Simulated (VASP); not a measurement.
# TiTe2 in VASP: a series of runs, part 2 of 2

VASP 6.6.1. The steps go on from the part before.

## (4) Single point, PBE

This run uses another cell than the first one, of 41.00 Å³/atom, 1.431 times its volume.

INCAR

```
SYSTEM = TiTe2
ALGO = Normal ; EDIFF = 1E-7
ENCUT = 460 ; GGA = PE
IDIPOL = 3 ; ISIF = 2
ISMEAR = 0 ; LASPH = .True.
LCHARG = .False. ; LREAL = .False.
LVACPOTAV = .True. ; LVHAR = .True.
LWAVE = .False. ; NBANDS = 38
NELM = 120 ; PREC = Accurate
SIGMA = 0.05
```

KPOINTS

```
k-points
0
Gamma
  7 7 1
  0 0 0
```

POSCAR

```
TiTe2
1.0
    3.7770008876      0.0000000000      0.0000000000
   -1.8885004438      3.2709787188      0.0000000000
    0.0000000000      0.0000000000     19.9133488000
Te Ti
4 2
Direct
    0.3333333333      0.6666666666      0.2510878532
    0.6666666667      0.3333333334      0.4225983728
    0.3333333333      0.6666666666      0.5774016272
    0.6666666667      0.3333333334      0.7489121468
    0.0000000000      0.0000000000      0.3368431130
    0.0000000000      0.0000000000      0.6631568870
```

Run with:

```bash
$ cat potpaw_PBE.64/Te/POTCAR potpaw_PBE.64/Ti_sv/POTCAR > POTCAR
$ mpirun -np 1 vasp_std > vasp.out
```

Wall time 74 s (1 thread of Intel Xeon 6975P-C (Granite Rapids), shared host); peak memory 0.31 GiB.

These settings aren't checked as converged: the numbers below hold their error.

Results:

```yaml
Free_energy: -32.3610 eV
Largest_force: 0.230 eV/Å
Band_gap_on_the_k_mesh: none (metal or under the smearing width)
```

## (5) Single point, PBE

This run uses another cell than the first one, of 45.12 Å³/atom, 1.575 times its volume.

INCAR

```
SYSTEM = TiTe2
ALGO = Normal ; DIPOL = 0.5 0.5 0.500
EDIFF = 1E-7 ; ENCUT = 460
GGA = PE ; IDIPOL = 3
ISIF = 2 ; ISMEAR = 0
LASPH = .True. ; LCHARG = .False.
LDIPOL = .True. ; LREAL = .False.
LVACPOTAV = .True. ; LVHAR = .True.
LWAVE = .False. ; NBANDS = 38
NELM = 120 ; PREC = Accurate
SIGMA = 0.02
```

KPOINTS is that of step 4.

POSCAR

```
TiTe2
1.0
    3.7770008876      0.0000000000      0.0000000000
   -1.8885004438      3.2709787188      0.0000000000
    0.0000000000      0.0000000000     21.9133488000
Te Ti
4 2
Direct
    0.3333333333      0.6666666666      0.2738057088
    0.6666666667      0.3333333334      0.4296627086
    0.3333333333      0.6666666666      0.5703372914
    0.6666666667      0.3333333334      0.7261942912
    0.0000000000      0.0000000000      0.3517342087
    0.0000000000      0.0000000000      0.6482657913
```

Potentials or basis: VASP PAW PBE potentials, release 64 (Te, Ti_sv).

Run with:

```bash
$ cat potpaw_PBE.64/Te/POTCAR potpaw_PBE.64/Ti_sv/POTCAR > POTCAR
$ mpirun -np 1 vasp_std > vasp.out
```

OUTCAR:

```text
SYSTEM = TiTe2
   EDIFF = 1E-7
   ENCUT = 460
   GGA = PE
   ISIF = 2
   ISMEAR = 0
   LASPH = .True.
   LREAL = .False.
   NELM = 120
   PREC = Accurate

 Found      8 irreducible k-points:

 Following reciprocal coordinates:
            Coordinates               Weight
  0.000000  0.000000  0.000000      1.000000
  0.142857  0.000000  0.000000      6.000000
  0.285714  0.000000  0.000000      6.000000
  0.428571 -0.000000  0.000000      6.000000
  0.142857  0.142857  0.000000      6.000000
  0.285714  0.142857  0.000000     12.000000
   k-points           NKPTS =      8   k-points in BZ     NKDIM =      8   number of bands    NBANDS=     38
[... 322 lines left out ...]
  Total        0.4772511      0.4772511      1.4976294      0.0000000      0.0000000     -0.0000000
  in kB        2.8243855      2.8243855      8.8630130      0.0000000      0.0000000     -0.0000000
  external PRESSURE =       4.8372613 kB  Pullay stress =       0.0000000 kB

 VOLUME and BASIS-vectors are now :
 -----------------------------------------------------------------------------
  energy-cutoff  :      460.00
  volume of cell :      270.73
      direct lattice vectors                 reciprocal lattice vectors
     3.777000888  0.000000000  0.000000000     0.264760330  0.152859448  0.000000000
    -1.888500444  3.270978719  0.000000000     0.000000000  0.305718895  0.000000000
     0.000000000  0.000000000 21.913348800     0.000000000  0.000000000  0.045634285

 POSITION                                       TOTAL-FORCE (eV/Angst)
 -----------------------------------------------------------------------------------
     -0.00000      2.18065      6.00000         0.000000     -0.000000     -0.238117
      1.88850      1.09033      9.41535         0.000000      0.000000     -0.009629
     -0.00000      2.18065     12.49800        -0.000000     -0.000000      0.009629
      1.88850      1.09033     15.91335        -0.000000      0.000000      0.238117
      0.00000      0.00000      7.70767        -0.000000      0.000000      0.127587
      0.00000      0.00000     14.20567        -0.000000      0.000000     -0.127587
 -----------------------------------------------------------------------------------
    total drift:                               -0.000000     -0.000000      0.000000

  FREE ENERGIE OF THE ION-ELECTRON SYSTEM (eV)
  ---------------------------------------------------
  free  energy   TOTEN  =       -32.3586177250 eV

  energy  without entropy=      -32.3573133392  energy(sigma->0) =      -32.35796553

 vacuum level on the upper side and lower side of the slab         6.933         6.933
```

OSZICAR:

```text
N       E                     dE             d eps       ncg     rms          rms(c)
DAV:   1     0.401125566866E+03    0.40113E+03   -0.19764E+04   688   0.100E+03
DAV:   2     0.152391755510E+02   -0.38589E+03   -0.36607E+03   708   0.285E+02
DAV:   3    -0.299183460726E+02   -0.45158E+02   -0.44239E+02   912   0.899E+01
[... 17 lines left out ...]
DAV:  21    -0.323586050937E+02   -0.10764E-04   -0.48951E-07   694   0.355E-03    0.859E-03
DAV:  22    -0.323586151953E+02   -0.10102E-04   -0.14192E-06   788   0.869E-03    0.230E-03
DAV:  23    -0.323586166125E+02   -0.14172E-05   -0.15403E-07   586   0.200E-03    0.242E-03
DAV:  24    -0.323586176339E+02   -0.10214E-05   -0.43393E-08   518   0.771E-04    0.177E-03
DAV:  25    -0.323586177250E+02   -0.91129E-07   -0.78525E-09   506   0.570E-04
   1 F= -.32358618E+02 E0= -.32357966E+02  d E =-.130439E-02
```

Run time: 1.7 min. Hardware: 1 thread of Intel Xeon 6975P-C (Granite Rapids), shared host; peak memory 0.35 GiB.

The run converged, but some of its settings lie outside the range that counts as converged, so its numbers aren't taken as properties of the slab.

What came out:

| Property | Result |
| --- | --- |
| Free energy | -32.3586 eV |
| Largest force | 0.238 eV/Å |
| Band gap on the k mesh | none (metal or under the smearing width) |
| Work function of the upper face | 5.02 eV |
| Work function of the lower face | 5.02 eV |
